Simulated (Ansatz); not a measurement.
# BP: how the settings move a single-point run

Question: which choices in the input matter for BP?

Program: Ansatz 0.2.0. Level of theory: reference: DFT, PBEsol, all-electron LAPW, scalar-relativistic. These are calculated values, not measurements.

**1. Starting point**

It takes space group F-43m (No. 216, cubic). The conventional cell has a = 4.538 Å, b = 4.538 Å, c = 4.538 Å, α = 90.00°, β = 90.00°, γ = 90.00°. B (site symmetry -43m) has 4 P at 1.97 Å in its first shell of neighbours. P (site symmetry -43m) is surrounded by 4 B at 1.97 Å.

Coordinates:

```cif
data_structure
_symmetry_space_group_name_H-M 'F-43m'
_symmetry_Int_Tables_number 216
_cell_length_a 4.5380
_cell_length_b 4.5380
_cell_length_c 4.5380
_cell_angle_alpha 90.000
_cell_angle_beta 90.000
_cell_angle_gamma 90.000
_cell_volume 93.45
loop_
_atom_site_label
_atom_site_type_symbol
_atom_site_symmetry_multiplicity
_atom_site_Wyckoff_symbol
_atom_site_fract_x
_atom_site_fract_y
_atom_site_fract_z
_atom_site_occupancy
B1 B 4 a 0.00000 0.00000 0.00000 1
P1 P 4 c 0.25000 0.25000 0.25000 1
```

**2. The reference run**

input.yaml reads:

```yaml
crystal:
  lattice:
    - [0.0, 2.269, 2.269]
    - [2.269, 0.0, 2.269]
    - [2.269, 2.269, 0.0]
  atoms:
    - { symbol: B, position: [0.0, 0.0, 0.0] }
    - { symbol: P, position: [0.75, 0.75, 0.75] }
kpoints:
  mp_grid: { grid: [15, 15, 15] }
  band_path:
    path:
      - [0.0, 0.0, 0.0]
      - [-0.5, -0.5, 0.0]
      - [-0.375, -0.375, 0.25]
      - [-0.375, 0.0, 0.375]
      - [0.0, 0.0, 0.0]
      - [0.0, 0.0, 0.5]
      - [-0.5, -0.25, 0.25]
      - [-0.5, -0.5, 0.0]
    npoints: 5
scf:
  occupations: { method: fermi_dirac, width: 0.05 }
hamiltonian:
  xc: pbesol
  pseudopotentials: { kind: all_electron, lapw: { basis_error: 0.001 } }
output:
  forces: true
  stress: true
  eigenvalues: true
```

Command:

```
> ansatz run input.yaml --threads 1 --pin off --max-ram 2048MiB --backend cpu --events-out ev --progress --plain --runs-dir out
```

**3. Changing settings: mixing.algorithm broyden, mixing.beta 0.9**

Changes to input.yaml since step 2:

```diff
@@ -23,2 +23,3 @@
   occupations: { method: fermi_dirac, width: 0.05 }
+  mixing: { algorithm: broyden, beta: 0.9 }
 hamiltonian:
```

**Question.** What will these runs give? Wanted: for each run, ending; energy change; pressure; gap; force.

**Answer**, as computed:

```
                                         run     ending  energy change  pressure (GPa)  gap (eV)  force (eV/Å)  cycles  time
                                   reference  converged              0            -2.0      1.14          0.00       6  14 s
1: mixing.algorithm broyden, mixing.beta 0.9  converged   0.0 meV/atom            -2.0      1.14          0.00       6  13 s
```

Residual by cycle in the longest SCF loop of each run; runs are numbered as in the table. The quantity is the density residual dr2, in eV.

```
cycle  reference   run 1
    1       1.92    1.92
    2      0.142    1.13
    3     0.0179  0.0156
    4     1.6e-4  1.3e-4
    5     1.9e-6  2.4e-7
    6     1.6e-8  1.5e-8
```

Energy and cycle count are those of the reference, so the change (mixing) left the result and the number of cycles as they were.
